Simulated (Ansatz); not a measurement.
Cu Kα1 powder pattern (kinematic, no thermal factors).
```tsv
2θ (°)	relative intensity
19.97	100
40.58	11
42.22	7
42.36	6
42.78	5
44.45	5
45.66	4
47.12	10
48.79	4
50.67	3
55.00	3
57.42	2
59.99	4
62.69	2
62.72	2
65.59	1
71.76	1
77.18	4
78.50	2
80.69	6
```

The pattern is computed from a structure relaxed with DFT PBE, scalar-relativistic, plane waves, PAW (Ansatz 0.2.0). No spin polarisation. Its elements are C, Si.

Q: Give the structure.

A: SiC4.
Space group P-3m1 (No. 164). a = 2.470 Å, b = 2.470 Å, c = 26.655 Å, α = 90.00°, β = 90.00°, γ = 120.00°
```
atom  site  symmetry       x       y       z
  Si    2d       3m. 0.6667  0.3333  0.1675
   C    2d       3m. 0.6667  0.3333  0.0000
   C    2d       3m. 0.6667  0.3333  0.3352
   C    2d       3m. 0.6667  0.3333  0.5000
   C    2d       3m. 0.6667  0.3333  0.6648
```

A pattern alone doesn't exclude other cells with like lines; this is the one computed.

The structure comes from a generated guess; another structure or a mixture of phases may lie lower. No dispersion correction is applied, so the spacing between layers, chains or molecules is poorly fixed.
